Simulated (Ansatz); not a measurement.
NaBr: pressure series

Base system: NaBr in the rock salt structure (space group Fm-3m, No. 225; a = 5.927 Å).

Cell and atoms are relaxed at each pressure.

Calculations: PBEsol in Ansatz (plane waves to 420 eV, PAW, no spin-orbit coupling).

Notes on the quantities. enthalpy: H = E + PV relative to the base's energy; hole mass: degenerate bands, along [100].

```tsv
case	band gap	electron mass	enthalpy	hole mass	lattice parameter a
base	4.07 eV	0.31 mₑ (at Γ)	–	0.45, 2.1, 2.1 mₑ (at Γ)	5.927 Å
pressure −2 GPa	3.75 eV	0.33 mₑ (at Γ)	-0.34 eV/atom	0.52, 2.5, 2.5 mₑ (at Γ)	6.178 Å
pressure −1 GPa	3.92 eV	0.31 mₑ (at Γ)	-0.17 eV/atom	0.48, 2.3, 2.3 mₑ (at Γ)	6.032 Å
pressure 1.8 GPa	4.28 eV	0.30 mₑ (at Γ)	+0.28 eV/atom	0.42, 1.9, 1.9 mₑ (at Γ)	5.789 Å
pressure 4.2 GPa	4.52 eV	0.29 mₑ (at Γ)	+0.63 eV/atom	0.40, 1.8, 1.8 mₑ (at Γ)	5.656 Å
pressure 9 GPa	4.91 eV	0.28 mₑ (at Γ)	+1.28 eV/atom	0.37, 1.6, 1.6 mₑ (at Γ)	5.475 Å
pressure 18 GPa	5.50 eV	0.28 mₑ (at Γ)	+2.36 eV/atom	0.34, 1.3, 1.3 mₑ (at Γ)	5.260 Å
pressure 30 GPa	5.61 eV	1.1 mₑ along k, 0.29 mₑ across (at X)	+3.64 eV/atom	0.31, 1.2, 1.2 mₑ (at Γ)	5.076 Å
pressure 45 GPa	5.18 eV	1.1 mₑ along k, 0.27 mₑ across (at X)	+5.10 eV/atom	0.30, 1.0, 1.0 mₑ (at Γ)	4.919 Å
pressure 60 GPa	4.80 eV	1.1 mₑ along k, 0.25 mₑ across (at X)	+6.44 eV/atom	0.29, 0.94, 0.94 mₑ (at Γ)	4.803 Å
```

Load acts through the strain it causes; cell and atoms are relaxed under it. Masses are band curvatures over ±0.01 Å⁻¹ around the edge. Along k means along the line from Γ to the band edge. Whether these cells are dynamically stable was not tested. No other phases were tried under pressure.

Ansatz is a first-principles code.
